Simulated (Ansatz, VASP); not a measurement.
**TaN in VASP and in Ansatz**

```
Ta N
1.0
     2.93800    0.01469    0.00000
    -1.45628    2.53704    0.00000
     0.00000    0.00000    2.88300
Ta N
1 1
Direct
  0.33333 0.66667 0.50000
  0.00000 0.00000 0.00000
```

Change from the starting cell: xy shear strain of +1 %, PAW files.

Alike in both runs: task electric field gradients; functional PBE; k mesh 12 × 12 × 10; occupations fermi-dirac, width 0.02 eV; no spin polarisation.

|  | VASP | Ansatz |
| --- | --- | --- |
| version | VASP 6.6.1 | Ansatz 0.2.0 |
| potentials or method | VASP PAW PBE potentials, release 64 (Ta_pv, N) | PAW with Ansatz's default frozen-core files, scalar-relativistic |
| plane-wave cutoff (eV) | 520 | 420 |
| valence electrons in the cell | 16 | 18 |

|  | VASP | Ansatz | Ansatz less VASP |
| --- | --- | --- | --- |
| pressure (GPa) | 5.4 | 4.7 | -0.72 |
| largest component of the traceless stress (GPa) | 2.24 | 2.24 | -0.004 |
| rms of the force components (eV/Å) | 0.011 | 0.010 | -0.0007 |
| Vzz of the field gradient on the site that differs most (V/Å²) | -22.6 | 53.1 | +75.69 |

Atom by atom the forces differ by 0.001 eV/Å (rms over components). One of these differences is far larger than is usual between the two programs; its cause wasn't traced. The functional is the same, so the differences come from potentials, cutoffs and numerics. The two sets of potentials don't hold the same shells in valence. Ansatz warned: «gradients_without_spin_orbit».

Spin-orbit coupling is left out, which matters for the levels of Ta.
